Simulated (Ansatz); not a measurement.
Crystal: AlNi3.

```
CELL_PARAMETERS angstrom
3.52305 0.00000 0.00000
0.00000 3.52305 0.00000
0.00000 0.00000 3.52305
ATOMIC_POSITIONS crystal
Ni 0.50000 0.50000 0.00000
Ni 0.50000 0.00000 0.50000
Ni 0.00000 0.50000 0.50000
Al 0.00000 0.00000 0.00000
```

The cell is a database's computed one.

Base run:

* Program: Ansatz 0.2.0
* Functional: PBE
* Potentials or basis: Ansatz PAW
* Cutoff: 420 eV (not typed: the program's choice for these potentials)
* k mesh: 8 × 8 × 8
* Occupations: fermi-dirac, width 0.05 eV
* Spin: collinear spin, ferromagnetic start
* Starting moments: [1.0, 1.0, 1.0, 0.0] μB

Its results: band gap on the k mesh none (metal or under the smearing width); pressure 7.3 GPa; net moment 0.70 μB per cell; site moments Ni +0.26; Al -0.02 μB.

The run is repeated on the same cell with these changes: occupations from fermi-dirac, width 0.05 eV to gaussian, width 0.011 eV. What comes out?

Band gap on the k mesh none (metal or under the smearing width); pressure 7.4 GPa; net moment 0.82 μB per cell; site moments Ni +0.30; Al -0.02 μB.
